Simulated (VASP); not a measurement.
# HPb2 (P-3m1) in VASP: reference runs

How does HPb2 come out in PBE? The cell is run as given.

All numbers are computed with VASP 6.6.1; they aren't measurements. Logs are shortened: lines on timing, memory, paths and dates and some standing lists are left out, and cuts for length are marked.

### Step 1. The crystal as given

The structure is trigonal, space group P-3m1 (No. 164). The conventional cell has a = 4.642 Å, b = 4.642 Å, c = 3.416 Å, α = 90.00°, β = 90.00°, γ = 120.00°. H (site symmetry -3m) is surrounded by 12 Pb at 3.09 to 3.27 Å and 2 H at 3.42 Å. Pb (site symmetry 3m) is surrounded by 3 Pb at 2.70 Å and 3 H at 3.09 Å.

The cell was built by a generator and needn't be a form met in nature.

### Step 2. Single point, PBE

Input file INCAR:

```
SYSTEM = HPb2
  ALGO = Normal
  EDIFF = 1E-7
  ENCUT = 520
  GGA = PE
  ISIF = 2
  ISMEAR = -1
  LASPH = .True.
  LCHARG = .False.
  LREAL = .False.
  LWAVE = .False.
  NBANDS = 22
  NELM = 100
  PREC = Accurate
  SIGMA = 0.05
```

Input file KPOINTS:

```
k-points
0
Gamma
  7 7 8
  0 0 0
```

Input file POSCAR:

```
HPb2
1.0
    4.6423265400      0.0000000000      0.0000000000
   -2.3211632700      4.0203727200      0.0000000000
    0.0000000000      0.0000000000      3.4162270300
H Pb
1 2
Direct
    0.0000000000      0.0000000000      0.0000000000
    0.3333333300      0.6666666700      0.4499999900
    0.6666666700      0.3333333300      0.5500000100
```

Potentials or basis: VASP PAW PBE potentials, release 64 (H, Pb_d).

Launch:

```sh
$ cat potpaw_PBE.64/H/POTCAR potpaw_PBE.64/Pb_d/POTCAR > POTCAR
$ mpirun -np 1 vasp_std > vasp.out
```

OUTCAR:

```text
SYSTEM = HPb2
   EDIFF = 1E-7
   ENCUT = 520
   GGA = PE
   ISIF = 2
   ISMEAR = -1
   LASPH = .True.
   LREAL = .False.
   NELM = 100
   PREC = Accurate

 ion  position               nearest neighbor table
   1  0.000  0.000  0.000-
   2  0.333  0.667  0.450-   3 2.70   3 2.70   3 2.70   3 4.08   3 4.08   3 4.08
   3  0.667  0.333  0.550-   2 2.70   2 2.70   2 2.70   2 4.08   2 4.08   2 4.08

  LATTYP: Found a hexagonal cell.
 ALAT       =     4.6423265400
 C/A-ratio  =     0.7358868448

  Lattice vectors:

 A1 = (   4.6423265400,   0.0000000000,   0.0000000000)
 A2 = (  -2.3211632700,   4.0203727200,   0.0000000000)
 A3 = (   0.0000000000,   0.0000000000,   3.4162270300)

Analysis of symmetry for initial positions (statically):
=====================================================================
 Subroutine PRICEL returns:
 Original cell was already a primitive cell.

 Routine SETGRP: Setting up the symmetry group for a
 hexagonal supercell.

 Subroutine GETGRP returns: Found 12 space group operations
 (whereof 12 operations were pure point group operations)
 out of a pool of 24 trial point group operations.

The static configuration has the point symmetry D_3d.

Analysis of symmetry for dynamics (positions and initial velocities):
=====================================================================
 Subroutine PRICEL returns:
 Original cell was already a primitive cell.

 Routine SETGRP: Setting up the symmetry group for a
 hexagonal supercell.

 Subroutine GETGRP returns: Found 12 space group operations
 (whereof 12 operations were pure point group operations)
 out of a pool of 24 trial point group operations.

The dynamic configuration has the point symmetry D_3d.

 Subroutine INISYM returns: Found 12 space group operations
 (whereof 12 operations are pure point group operations),
 and found     1 'primitive' translations

----------------------------------------------------------------------------------------

                                     Primitive cell

  volume of cell :      63.7601

  direct lattice vectors                    reciprocal lattice vectors
     4.642326540  0.000000000  0.000000000     0.215409233  0.124366579  0.000000000
    -2.321163270  4.020372720  0.000000000     0.000000000  0.248733157  0.000000000
     0.000000000  0.000000000  3.416227030     0.000000000  0.000000000  0.292720592

  length of vectors
     4.642326540  4.642326543  3.416227030     0.248733157  0.248733157  0.292720592

  position of ions in fractional coordinates (direct lattice)
     0.000000000  0.000000000  0.000000000
     0.333333330  0.666666670  0.449999990
     0.666666670  0.333333330  0.550000010

  ion indices of the primitive-cell ions
   primitive index   ion index
                 1           1
                 2           2
                 3           3

----------------------------------------------------------------------------------------

 KPOINTS: k-points

Automatic generation of k-mesh.
 Grid dimensions read from file:
 generate k-points for:    7    7    8

 Generating k-lattice:

  Cartesian coordinates                     Fractional coordinates (reciprocal lattice)
     0.030772748  0.017766654  0.000000000     0.142857143  0.000000000  0.000000000
     0.000000000  0.035533308  0.000000000     0.000000000  0.142857143  0.000000000
     0.000000000  0.000000000  0.036590074     0.000000000  0.000000000  0.125000000

  Length of vectors
     0.035533308  0.035533308  0.036590074

  Shift w.r.t. Gamma in fractional coordinates (k-lattice)
     0.000000000  0.000000000  0.000000000

 Subroutine IBZKPT returns following result:
 ===========================================

 Found     52 irreducible k-points:

 Following reciprocal coordinates:
            Coordinates               Weight
  0.000000  0.000000  0.000000      1.000000
  0.142857 -0.000000  0.000000      6.000000
  0.285714 -0.000000  0.000000      6.000000
  0.428571  0.000000  0.000000      6.000000
  0.142857  0.142857  0.000000      6.000000
  0.285714  0.142857  0.000000     12.000000
[... 16 lines left out ...]
  0.000000  0.142857  0.250000      6.000000
  0.285714 -0.000000  0.250000      6.000000
 [... further k-points ...]
   k-points           NKPTS =     52   k-points in BZ     NKDIM =     52   number of bands    NBANDS=     22
   number of dos      NEDOS =    301   number of ions     NIONS =      3
   total plane-waves  NPLWV =  36288
   dimension x,y,z NGX =    36 NGY =   36 NGZ =   28
   dimension x,y,z NGXF=    72 NGYF=   72 NGZF=   56
   ions per type =               1   2
   NGX,Y,Z   is equivalent  to a cutoff of  12.89, 12.89, 13.63 a.u.
   NGXF,Y,Z  is equivalent  to a cutoff of  25.78, 25.78, 27.25 a.u.
 SYSTEM =  HPb2
   PREC   = accura    normal or accurate (medium, high low for compatibility)
   ISTART =      0    job   : 0-new  1-cont  2-samecut
   ICHARG =      2    charge: 1-file 2-atom 10-const
   ISPIN  =      1    spin polarized calculation?
   LNONCOLLINEAR =      F non collinear calculations
   LSORBIT =      F    spin-orbit coupling
   LASPH  =      T    aspherical Exc in radial PAW
   ENCUT  =  520.0 eV  38.22 Ry    6.18 a.u.   8.63  8.63  6.35*2*pi/ulx,y,z
   NELM   =    100;   NELMIN=  2; NELMDL= -5     # of ELM steps
   EDIFF  = 0.1E-06   stopping-criterion for ELM
   LREAL  =      F    real-space projection
   EDIFFG = 0.1E-05   stopping-criterion for IOM
   NSW    =      0    number of steps for IOM
   IBRION =     -1    ionic relax: 0-MD 1-quasi-New 2-CG
   NFREE  =      0    steps in history (QN), initial steepest desc. (CG)
   ISIF   =      2    stress and relaxation
   ISYM   =      2    0-nonsym 1-usesym 2-fastsym
   POTIM  = 0.5000    time-step for ionic-motion
   TEBEG  =    0.0;   TEEND  =   0.0 temperature during run
   PSTRESS=    0.0 pullay stress
   NELECT =      29.0000    total number of electrons
   NUPDOWN=      -1.0000    fix difference up-down
   EMIN   =  10.00;   EMAX   =-10.00  energy-range for DOS
   EFERMI =   0.00;   METHOD = LEGACY
   ISMEAR =    -1;   SIGMA  =   0.05  broadening in eV -4-tet -1-fermi 0-gaus
   EFERMI_NEDOS =   21; number of points for ismear=-14 and -15
   IALGO  =     38    algorithm
   IMIX   =      4    mixing-type and parameters
     AMIX     =   0.40;   BMIX     =  1.00
     AMIX_MAG =   1.60;   BMIX_MAG =  1.00
  volume/ion in A,a.u.               =      21.25       143.42
  Fermi-wavevector in a.u.,A,eV,Ry     =   1.258997  2.379159 21.566223  1.585073
  Thomas-Fermi vector in A             =   2.392578
   LORBIT       =      0    0 simple, 1 ext, 2 COOP (PROOUT), +10 PAW based schemes
   GGA     = PE    functional components
   LHFCALC =     F    Hartree Fock is set to
   AEXX    =    0.0000 exact exchange contribution
   IVDW    =     0    specifies the selected vdW correction
   LEPSILON=     F    determine dielectric tensor
   LRPA    =     F    only Hartree local field effects (RPA)
 non-spin polarized calculation
  energy-cutoff  :      520.00
  volume of cell :       63.76
 maximum number of plane-waves:      1747
 NGX is ok and might be reduce to    36
   NGX = 17   NGY = 17   NGZ = 13

 number of electron      28.9999994 magnetization

 Free energy of the ion-electron system (eV)
  ---------------------------------------------------
  ext. energy  EPLUGINS =         0.00000000
  ---------------------------------------------------
  free energy    TOTEN  =        -7.26584902 eV

  energy without entropy =       -7.25336848  energy(sigma->0) =       -7.25960875

 E-fermi :   6.5891     XC(G=0): -10.0959

 val. band max:        6.5856788450   @ k =   0.1429   0.1429   0.5000
 cond. band min:       6.6303309260   @ k =   0.0000   0.0000   0.3750
 fundamental gap:      0.0446520809
 Fermi energy:         6.5891141628

 k-point     1 :       0.0000    0.0000    0.0000
  band No.  band energies     occupation
      1     -11.1482      2.00000
      2     -11.0006      2.00000
      3     -11.0006      2.00000
      4     -10.7924      2.00000
      5     -10.7924      2.00000
      6     -10.4738      2.00000
[... 14 lines left out ...]
     21      18.8930      0.00000
     22      18.9071      0.00000

 k-point     2 :       0.1429   -0.0000    0.0000
  band No.  band energies     occupation
      1     -11.1585      2.00000
      2     -11.0851      2.00000
      3     -11.0726      2.00000
      4     -10.7604      2.00000
      5     -10.7456      2.00000
      6     -10.4776      2.00000
[... 14 lines left out ...]
     21      17.7704      0.00000
     22      18.5443      0.00000

 k-point     3 :       0.2857   -0.0000    0.0000
  band No.  band energies     occupation
      1     -11.2401      2.00000
      2     -11.2065      2.00000
      3     -11.1142      2.00000
      4     -10.7498      2.00000
      5     -10.6770      2.00000
      6     -10.5224      2.00000
[... 14 lines left out ...]
     21      16.3666      0.00000
     22      17.9709      0.00000

 k-point     4 :       0.4286    0.0000    0.0000
  band No.  band energies     occupation
      1     -11.3158      2.00000
      2     -11.2784      2.00000
      3     -11.1123      2.00000
      4     -10.7572      2.00000
      5     -10.6335      2.00000
      6     -10.5556      2.00000
[... 14 lines left out ...]
     21      15.9379      0.00000
     22      17.1396      0.00000

 k-point     5 :       0.1429    0.1429    0.0000
  band No.  band energies     occupation
      1     -11.2387      2.00000
      2     -11.1357      2.00000
      3     -11.1256      2.00000
      4     -10.7500      2.00000
      5     -10.6887      2.00000
      6     -10.5016      2.00000
[... 14 lines left out ...]
     21      16.9329      0.00000
     22      17.3055      0.00000

 k-point     6 :       0.2857    0.1429    0.0000
  band No.  band energies     occupation
      1     -11.3555      2.00000
      2     -11.1911      2.00000
      3     -11.1215      2.00000
      4     -10.7565      2.00000
      5     -10.6259      2.00000
      6     -10.5423      2.00000
[... 14 lines left out ...]
     21      16.1957      0.00000
     22      16.9842      0.00000

 k-point     7 :       0.4286    0.1429    0.0000
  band No.  band energies     occupation
      1     -11.4010      2.00000
      2     -11.2125      2.00000
      3     -11.1168      2.00000
      4     -10.7624      2.00000
      5     -10.6052      2.00000
      6     -10.5538      2.00000
[... 324 lines left out ...]
      6     -10.5489      2.00000
[... 14 lines left out ...]
     21      17.1736      0.00000
     22      17.7475      0.00000

 k-point    21 :       0.0000    0.0000    0.2500
  band No.  band energies     occupation
      1     -11.0495      2.00000
      2     -11.0036      2.00000
      3     -11.0036      2.00000
      4     -10.8544      2.00000
      5     -10.8544      2.00000
      6     -10.3599      2.00000
[... 14 lines left out ...]
     21      15.7140      0.00000
     22      15.7140      0.00000

 k-point    22 :       0.1429   -0.0000    0.2500
  band No.  band energies     occupation
      1     -11.0930      2.00000
      2     -11.0857      2.00000
      3     -11.0474      2.00000
      4     -10.8315      2.00000
      5     -10.7993      2.00000
      6     -10.3892      2.00000
[... 14 lines left out ...]
     21      15.0529      0.00000
     22      16.4207      0.00000

 k-point    23 :       0.0000    0.1429    0.2500
  band No.  band energies     occupation
      1     -11.0971      2.00000
      2     -11.0886      2.00000
      3     -11.0411      2.00000
      4     -10.8196      2.00000
      5     -10.8081      2.00000
      6     -10.3862      2.00000
[... 14 lines left out ...]
     21      15.2765      0.00000
     22      16.2989      0.00000

 k-point    24 :       0.2857   -0.0000    0.2500
  band No.  band energies     occupation
      1     -11.2157      2.00000
      2     -11.2032      2.00000
      3     -11.0530      2.00000
      4     -10.8263      2.00000
      5     -10.7243      2.00000
      6     -10.4567      2.00000
[... 14 lines left out ...]
     21      14.7711      0.00000
     22      18.1058      0.00000

 [... further k-points ...]

------------------------ aborting loop because EDIFF is reached ----------------------------------------

  FORCE on cell =-STRESS in cart. coord.  units (eV):
  Direction    XX          YY          ZZ          XY          YZ          ZX
  --------------------------------------------------------------------------------------
  -------------------------------------------------------------------------------------
  Total        8.6981215      8.6981215      0.8665479      0.0000000      0.0000000      0.0000000
  in kB      218.5683760    218.5683764     21.7748123      0.0000000      0.0000000      0.0000000
  external PRESSURE =     152.9705216 kB  Pullay stress =       0.0000000 kB

 VOLUME and BASIS-vectors are now :
 -----------------------------------------------------------------------------
  energy-cutoff  :      520.00
  volume of cell :       63.76
      direct lattice vectors                 reciprocal lattice vectors
     4.642326540  0.000000000  0.000000000     0.215409233  0.124366579  0.000000000
    -2.321163270  4.020372720  0.000000000     0.000000000  0.248733157  0.000000000
     0.000000000  0.000000000  3.416227030     0.000000000  0.000000000  0.292720592

 POSITION                                       TOTAL-FORCE (eV/Angst)
 -----------------------------------------------------------------------------------
      0.00000      0.00000      0.00000         0.000000      0.000000     -0.000000
     -0.00000      2.68025      1.53730         0.000000      0.000000     -0.970182
      2.32116      1.34012      1.87892        -0.000000      0.000000      0.970182
 -----------------------------------------------------------------------------------
    total drift:                               -0.000000      0.000000     -0.000000

  FREE ENERGIE OF THE ION-ELECTRON SYSTEM (eV)
  ---------------------------------------------------
  free  energy   TOTEN  =        -7.2658490168 eV

  energy  without entropy=       -7.2533684849  energy(sigma->0) =       -7.25960875
```

Run time: 31 s. Hardware: 1 thread of Intel Xeon Platinum 8559C (Emerald Rapids), shared host; peak memory 0.21 GiB.

Results:

```
Free energy            : -7.2658 eV
Pressure               : 15.3 GPa
Largest force          : 0.970 eV/Å
Band gap on the k mesh : none (metal or under the smearing width)
```

Forces in eV/Å, atoms in the order of the input:
```
H    0.000  0.000  0.000
Pb   0.000  0.000 -0.970
Pb   0.000  0.000  0.970
```

Caveat: so large a pressure means that the cell lies far from this level's equilibrium, or that cutoff or potentials fall short. Spin-orbit coupling is left out, which matters for the levels of Pb.
